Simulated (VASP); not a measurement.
# Ca: molecular dynamics with a thermostat

Ca, Cmcm (no. 63), 8 atoms in the cell. PBE, molecular dynamics; PAW potentials Ca_pv (PBE set).

Ensemble: Nose-Hoover chain; Target temperature (K): 1600.

## Input

INCAR:
```
SYSTEM = Ca
GGA = PE
PREC = Normal
ENCUT = 200
EDIFF = 1E-6
NELMIN = 4
NELM = 60
ALGO = Fast
LREAL = Auto
LASPH = .TRUE.
ISMEAR = -1
SIGMA = 0.069
ISYM = 0
LWAVE = .FALSE.
LCHARG = .FALSE.
IBRION = 0
NSW = 60
POTIM = 2.0
TEBEG = 1600
ISIF = 2
RANDOM_SEED = 984291 0 0
MDALGO = 4
NHC_NCHAINS = 3
NHC_PERIOD = 30
KPAR = 2
```

KPOINTS:
```
k-points
0
Monkhorst-Pack
  2 2 2
```

POSCAR:
```
Ca
1.0
    3.9425519900     -6.7909803600      0.0000000000
    3.9425519900      6.7909803600      0.0000000000
    0.0000000000      0.0000000000      6.5091117400
Ca
8
Direct
    0.0822067000      0.4177933000      0.7500000000
    0.0822067000      0.9177933000      0.7500000000
    0.5822067000      0.4177933000      0.7500000000
    0.5822067000      0.9177933000      0.7500000000
    0.4177933000      0.0822067000      0.2500000000
    0.4177933000      0.5822067000      0.2500000000
    0.9177933000      0.0822067000      0.2500000000
    0.9177933000      0.5822067000      0.2500000000
```

Commands:
```
cat potpaw_PBE.64/Ca_pv/POTCAR > POTCAR
mpirun -np 2 vasp_std > vasp.out
```

## Result

- Mean temperature (K): 941
- Rise of the mean potential energy above the start (meV/atom): 100.3
- Electronic steps per ionic step after the first: 6.2

Course of the run:

| Time (fs) | Temperature (K) | Potential energy less the first (meV/atom) |
|---|---|---|
| 2 | 1600 | 0.0 |
| 12 | 1512 | 10.0 |
| 20 | 1330 | 31.1 |
| 30 | 1003 | 69.7 |
| 38 | 717 | 104.6 |
| 48 | 408 | 143.5 |
| 56 | 257 | 163.9 |
| 66 | 239 | 170.2 |
| 74 | 376 | 160.3 |
| 84 | 705 | 135.4 |
| 92 | 1017 | 113.3 |
| 102 | 1348 | 92.3 |
| 110 | 1513 | 84.9 |
| 120 | 1578 | 89.2 |

REPORT:
```
MDALGO =   4
           NHC_NCHAINS =   3
            NHC_PERIOD =    30
            NHC_NRESPA =    1
                NHC_NS =  1
               SCALING =       0
                 CNEXP =     9.000   14.000
           RANDOM_SEED =            984291                0                0

   original number of atomic DOF:         21
   number of independent constraints:      0
   number of active DOF:                  21

========================================
         MD step No.       1
========================================

  Atomic velocities initialized by STEP_tb

  >Nose-Hoover_chains
                       xs       vs(fs^-1)
   nhc_s>   0.92572897E-09   0.18512651E-08
   nhc_s>  -0.13889371E-03  -0.27779707E-03
   nhc_s>  -0.13888889E-03  -0.27773919E-03

  >Energies
                    E_tot             E_pot             E_kin               EPS                ES
   e_b>   -0.14092827E+02   -0.15540558E+02    0.14477304E+01    0.38296832E-04   -0.38297477E-04

  >Temperature
               T_sim     T_inst
   tmprt>   1600.000   1600.011

           RANDOM_SEED =            984291               48                0

[... steps left out ...]

========================================
         MD step No.      60
========================================

  >Nose-Hoover_chains
                       xs       vs(fs^-1)
   nhc_s>  -0.56376078E+00  -0.28777659E-02
   nhc_s>   0.13908886E+01   0.22652549E-01
   nhc_s>   0.17833686E+00   0.47284687E-01

  >Energies
                    E_tot             E_pot             E_kin               EPS                ES
   e_b>   -0.14090260E+02   -0.14827077E+02    0.14273859E+01    0.72540537E+00   -0.14159745E+01

  >Temperature
               T_sim     T_inst
   tmprt>   1600.000   1577.526

           RANDOM_SEED =            984291               48                0
```

OSZICAR:
```
N       E                     dE             d eps       ncg     rms          rms(c)
DAV:   1     0.484229174766E+03    0.48423E+03   -0.16814E+04   336   0.145E+03
DAV:   2     0.602260834171E+02   -0.42400E+03   -0.41928E+03   304   0.398E+02
DAV:   3    -0.103326872993E+02   -0.70559E+02   -0.69224E+02   358   0.181E+02
DAV:   4    -0.152182602959E+02   -0.48856E+01   -0.46057E+01   440   0.515E+01
DAV:   5    -0.154681018610E+02   -0.24984E+00   -0.24235E+00   448   0.118E+01    0.209E+00
RMM:   6    -0.155047153486E+02   -0.36613E-01   -0.12054E-01   353   0.340E+00    0.118E+00
RMM:   7    -0.155348731118E+02   -0.30158E-01   -0.10573E-01   356   0.309E+00    0.139E-01
RMM:   8    -0.155387622464E+02   -0.38891E-02   -0.41770E-02   463   0.110E+00    0.534E-02
RMM:   9    -0.155397505383E+02   -0.98829E-03   -0.90502E-03   479   0.375E-01    0.263E-02
RMM:  10    -0.155401279308E+02   -0.37739E-03   -0.34760E-03   480   0.166E-01    0.996E-03
RMM:  11    -0.155403174865E+02   -0.18956E-03   -0.18180E-03   482   0.834E-02    0.706E-03
RMM:  12    -0.155404011238E+02   -0.83637E-04   -0.82690E-04   482   0.468E-02    0.466E-03
[... left out ...]
[... last step whole ...]
       N       E                     dE             d eps       ncg     rms          rms(c)
DAV:   1    -0.148264528181E+02    0.16699E-01   -0.14572E-02   386   0.362E+00    0.317E-02
RMM:   2    -0.148269095575E+02   -0.45674E-03   -0.46450E-03   347   0.508E-01    0.190E-02
RMM:   3    -0.148270300694E+02   -0.12051E-03   -0.10980E-03   387   0.203E-01    0.579E-03
RMM:   4    -0.148270748025E+02   -0.44733E-04   -0.42276E-04   481   0.108E-01    0.274E-03
RMM:   5    -0.148270765295E+02   -0.17270E-05   -0.19182E-05   383   0.266E-02    0.148E-03
RMM:   6    -0.148270766479E+02   -0.11834E-06   -0.15505E-06   224   0.120E-02
     60 T=  1578. E= -.14082106E+02 F= -.14827077E+02 E0= -.14780891E+02  EK= 0.14355E+01 SP= -.14E+01 SK= 0.73E+00
```

Limits: 120 fs of 8 atoms are too short for converged averages.

VASP 6.6.1 took 408 s on 2 cores (Intel Xeon Platinum 8259CL @ 2.50GHz (Skylake/Cascade Lake)), a shared host.
